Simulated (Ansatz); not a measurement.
A crystal relaxed with r2SCAN in Ansatz 0.2.0 has space group R-3m:H (No. 166) and a = 3.167 Å, c = 15.449 Å.

```json
{"atom": "Zn", "site": "3a", "x": "0.0000", "y": "0.0000", "z": "0.0000"}
{"atom": "Sn", "site": "3b", "x": "0.6667", "y": "0.3333", "z": "0.8333"}
{"atom": "Xx", "site": "6c", "x": "0.3333", "y": "0.6667", "z": "0.9131"}
```

The r2SCAN gap is indirect, 1.19 eV (k = (-0.005, 0.195, -0.201) to Γ), below the direct gap of 1.33 eV at F. HSE06 gives an indirect gap of 1.90 eV, from k = (-0.005, 0.195, -0.201) to Γ; the least direct gap is 2.08 eV at F. Meshes: r2SCAN 10×10×10, HSE06 6×6×6. r2SCAN's ε∞ is 8.1 along x and y, 7.7 along z.

Task: Which element is Xx?
A. N
B. P
C. Sb
D. Bi

Result: A. Xx is N: ZnSnN2 as one 4-atom ordering (R-3m) on the rocksalt lattice. Zn has 6 N at 2.27 Å; Sn has 6 N at 2.21 Å; N has 3 Sn at 2.21 Å and 3 Zn at 2.27 Å.

All values are calculated for a non-magnetic cell, which may be hypothetical.

No spin-orbit coupling is included; it can move band edges with weight on the heavy atoms by tenths of an eV.

Where an edge lies off the special points, it is a point of the mesh or the k point where a search put PBE's edge or least direct gap, reused for the other functionals, whose own edges may lie a little apart.

Coordinates of k points refer to the reciprocal vectors of the primitive cell of the runs.
